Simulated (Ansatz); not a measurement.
# MgO: which structure wins at one pressure

Aim: bring MgO in several structures (rocksalt, CsCl, zincblende, wurtzite, NiAs) to one pressure and rank them by enthalpy. The pressure is set by scaling the first phase. The runs shown use LAPW. Companion runs by PAW are cited.

Computed with Ansatz 0.2.0 (DFT, PBE, all-electron LAPW, scalar-relativistic, unless a step's input says otherwise).

## (1) The system as given

Symmetry: Fm-3m, No. 225, cubic system. The conventional cell has a = 3.627 Å, b = 3.627 Å, c = 3.627 Å, α = 90.00°, β = 90.00°, γ = 90.00°. Mg (site symmetry m-3m) is surrounded by 6 O at 1.81 Å. O (site symmetry m-3m) is surrounded by 6 Mg at 1.81 Å.

Structure file:

```
Mg O
1.0
     0.00000    1.81372    1.81372
     1.81372    0.00000    1.81372
     1.81372    1.81372    0.00000
Mg O
1 1
Direct
  0.00000 0.00000 0.00000
  0.50000 0.50000 0.50000
```

Atoms are numbered in the order of the input: Mg1, O2.

## (2) Rocksalt relaxed under pressure, LAPW

Input file input.yaml:

```yaml
crystal:
  lattice:
    - [0.0, 1.8137152774, 1.8137152774]
    - [1.8137152774, 0.0, 1.8137152774]
    - [1.8137152774, 1.8137152774, 0.0]
  atoms:
    - { symbol: Mg, position: [0.0, 0.0, 0.0] }
    - { symbol: O, position: [0.5, 0.5, 0.5] }
kpoints:
  mp_grid: { grid: [18, 18, 18] }
scf:
  occupations: { method: fermi_dirac, width: 0.08 }
hamiltonian:
  xc: pbe
  pseudopotentials: { kind: all_electron, lapw: { basis_error: 0.0005 } }
output:
  forces: true
  stress: true
  eigenvalues: true
relax:
  f_tol: 0.005
  max_steps: 12
  cell: { p_target: 190.0, stress_tol: 0.095 }
```

Command:

```sh
ansatz run input.yaml --threads 1 --pin off --max-ram 3584MiB --backend cpu --events-out ev --progress --plain --runs-dir out
```

The runs that follow: CsCl relaxed under pressure, LAPW; Zincblende relaxed under pressure, LAPW; Wurtzite at the cell that PAW relaxed, LAPW; NiAs at the cell that PAW relaxed, LAPW.

**Question.** What will these runs give? Wanted: pressure; lowest (for each run or level that gives them).

**Answer**, as computed:

| quantity | value |
| --- | --- |
| pressure | 190 GPa |
| lowest (LAPW) | rocksalt, 226.9 meV/atom under NiAs |
| lowest (PAW) | rocksalt, 227.1 meV/atom under NiAs |

By LAPW the order is rocksalt < NiAs < CsCl < wurtzite < zincblende. By PAW the order is rocksalt < NiAs < CsCl < wurtzite < zincblende. Some starts changed symmetry on relaxing: wurtzite ended as P6_3/mmc. The methods agree on the lowest phase. Only these structures were tried, with electrons smeared by 0.08 eV and without vibrations, so the true ground state may be another. The k meshes differ between phases and weren't tested, which can move differences by some meV.
